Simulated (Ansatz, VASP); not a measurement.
# One calculation of Al2Pt, two programs

The input INCAR:

```
PREC = Accurate
ENCUT = 520
EDIFF = 1E-7
ISMEAR = -1
SIGMA = 0.05
LREAL = F
LASPH = T
NELM = 60
ALGO = Normal
ISIF = 2
LWAVE = F
LCHARG = F
GGA = PS
NBANDS = 15
```

The input KPOINTS:

```
regular mesh
0
Gamma
  8 8 8
```

Contents of POSCAR:

```
Al2Pt
1.0
    0.0000000000      2.9150626719      2.9150626719
    2.9150626719      0.0000000000      2.9150626719
    2.9150626719      2.9150626719      0.0000000000
Pt Al
1 2
Direct
    0.0000000000      0.0000000000      0.0000000000
    0.7500000000      0.7500000000      0.7500000000
    0.2500000000      0.2500000000      0.2500000000
```

File input.yaml:

```yaml
crystal:
  lattice:
    - [0.0, 2.9150626719, 2.9150626719]
    - [2.9150626719, 0.0, 2.9150626719]
    - [2.9150626719, 2.9150626719, 0.0]
  atoms:
    - { symbol: Pt, position: [0.0, 0.0, 0.0] }
    - { symbol: Al, position: [0.75, 0.75, 0.75] }
    - { symbol: Al, position: [0.25, 0.25, 0.25] }
hamiltonian:
  xc: pbesol
  pseudopotentials: { kind: paw }
kpoints:
  mp_grid: { grid: [8, 8, 8] }
scf:
  occupations: { method: fermi_dirac, width: 0.05 }
output:
  forces: true
  stress: true
  eigenvalues: true
```

Change from the starting cell: volume scaled by 0.96.

Alike in both runs: task single point; functional PBEsol; k mesh 8 × 8 × 8; occupations fermi-dirac, width 0.05 eV; no spin polarisation.

```csv
,VASP,Ansatz
version,VASP 6.6.1,Ansatz 0.2.0
potentials or method,"VASP PAW PBE potentials, release 64 (Pt, Al)",Ansatz PAW
plane-wave cutoff (eV),520,420
valence electrons in the cell,16,24
```

VASP gave:

- gap on the k mesh at the Fermi level (eV): none
- pressure (GPa): 5.0

What did Ansatz give for the same quantities?

gap on the k mesh at the Fermi level (eV): none; pressure (GPa): 5.1.

A gap of «none» marks a metal or a gap that the smearing closes. The two sets of potentials don't hold the same shells in valence.

Caveats: the PAW data sets were made with another functional, which shifts forces and pressure a little (VASP); the PAW data sets come from PBE, with cores solved anew for the run's functional, which leaves a small shift of forces and pressure (Ansatz). Spin-orbit coupling is left out, which matters for the levels of Pt.
